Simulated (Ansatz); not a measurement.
InSe, DFT, PBEsol, PAW with Ansatz's default frozen-core files, scalar-relativistic (Ansatz 0.2.0), run on 1 thread of Arm Neoverse V1 on a shared host.

The cell comes from COD entry 1540841, which wasn't checked; take it as a given geometry. The listed cell was then made from it by scaling, straining or moving an atom.

Command: `ansatz run input.yaml --threads 1 --pin off --max-ram 6144MiB --backend cpu --events-out ev --progress --plain --runs-dir out`

```yaml
crystal:
  lattice:
    - [5.8679026766, -2.055, 0.0]
    - [5.8679026766, 2.055, 0.0]
    - [-1.5994156962, 0.0, 4.4101295345]
  atoms:
    - { symbol: In, position: [0.884, 0.884, 0.005] }
    - { symbol: In, position: [0.116, 0.116, 0.995] }
    - { symbol: Se, position: [0.66, 0.66, 0.642] }
    - { symbol: Se, position: [0.34, 0.34, 0.358] }
kpoints:
  mp_grid: { grid: [7, 7, 6] }
scf:
  occupations: { method: fermi_dirac, width: 0.02 }
hamiltonian:
  xc: pbesol
  pseudopotentials: { kind: paw }
output:
  forces: true
  stress: true
  eigenvalues: true
  efg: { contact_densities: true }
```

(1) How large is the problem that the program sets up?

(2) About how long does it take, and how much memory does it use?

(3) And the same cell and mesh by crystal-made all-electron datasets, asked for forces, stress, eigenvalues, efg, on the same hardware?

Results:

(1) 88 irreducible k-points, 2081 plane waves at Γ, 35 bands.

(2) 23 s of wall time for 7 SCF iterations, with a peak of 0.58 GiB. Times on shared machines scatter by tens of per cent.

(3) 29 s, peak memory 0.79 GiB.
